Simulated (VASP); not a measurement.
Set up this calculation in VASP 6.6.1, as the native input.

* Task: single point
* Functional: PBE0
* Dispersion: D3(BJ)
* Potentials or basis: VASP PAW PBE potentials, release 64 (Hf_pv, B)
* Cutoff: 520 eV
* k mesh: 5 × 5 × 5
* Occupations: fermi-dirac, width 0.1 eV
* Spin: no spin polarisation
* Grid for exact exchange (PRECFOCK): Normal
* Exchange at q = 0: default
* Further INCAR settings: ALGO = Normal; EDIFF = 1e-07

Crystal: HfB.

```
Hf B
1.0
     0.00000    2.31000    2.31000
     2.31000    0.00000    2.31000
     2.31000    2.31000    0.00000
Hf B
1 1
Direct
  0.50000 0.50000 0.50000
  0.00000 0.00000 0.00000
```

The input as run:

POSCAR

```
HfB
1.0
    0.0000000000      2.3100000000      2.3100000000
    2.3100000000      0.0000000000      2.3100000000
    2.3100000000      2.3100000000      0.0000000000
Hf B
1 1
Direct
    0.5000000000      0.5000000000      0.5000000000
    0.0000000000      0.0000000000      0.0000000000
```

INCAR.step1

```
SYSTEM = HfB
PREC = Accurate
ENCUT = 520
EDIFF = 1E-5
ISMEAR = -1
SIGMA = 0.1
LREAL = .False.
LASPH = .True.
NELM = 80
ALGO = Normal
ISIF = 2
LWAVE = .True.
LCHARG = .False.
GGA = PE
```

INCAR.step2

```
SYSTEM = HfB
PREC = Accurate
ENCUT = 520
EDIFF = 1E-7
ISMEAR = -1
SIGMA = 0.1
LREAL = .False.
LASPH = .True.
NELM = 80
ALGO = Normal
ISIF = 2
LWAVE = .False.
LCHARG = .False.
GGA = PE
LHFCALC = .True.
AEXX = 0.25
PRECFOCK = Normal
IVDW = 12
ISTART = 1
```

KPOINTS

```
regular mesh
0
Gamma
  5 5 5
  0 0 0
```

Potentials or basis: VASP PAW PBE potentials, release 64 (Hf_pv, B).

Run with:

```bash
$ cat potpaw_PBE.64/Hf_pv/POTCAR potpaw_PBE.64/B/POTCAR > POTCAR
$ cp INCAR.step1 INCAR
$ mpirun -np 1 vasp_std > vasp.out
$ cp INCAR.step2 INCAR
$ mpirun -np 1 vasp_std > vasp.out
```

It gave:

The pressure is 22.6 GPa and the band gap on the k mesh is none (metal or under the smearing width). The dispersion energy per atom is -0.454 eV.

Caveat: the k mesh is coarse (spacing up to 0.47 Å⁻¹), so the values aren't converged, least of all with exact exchange; so large a pressure means that the cell lies far from this level's equilibrium, or that cutoff or potentials fall short; the potentials were made for another functional, which shifts forces and pressure; pairwise dispersion overbinds metals, which lowers pressure and volume.

Run time: 4.8 min on 1 thread of Intel(R) Xeon(R) Platinum 8559C (Emerald Rapids), on a shared host, peak memory 0.15 GiB.
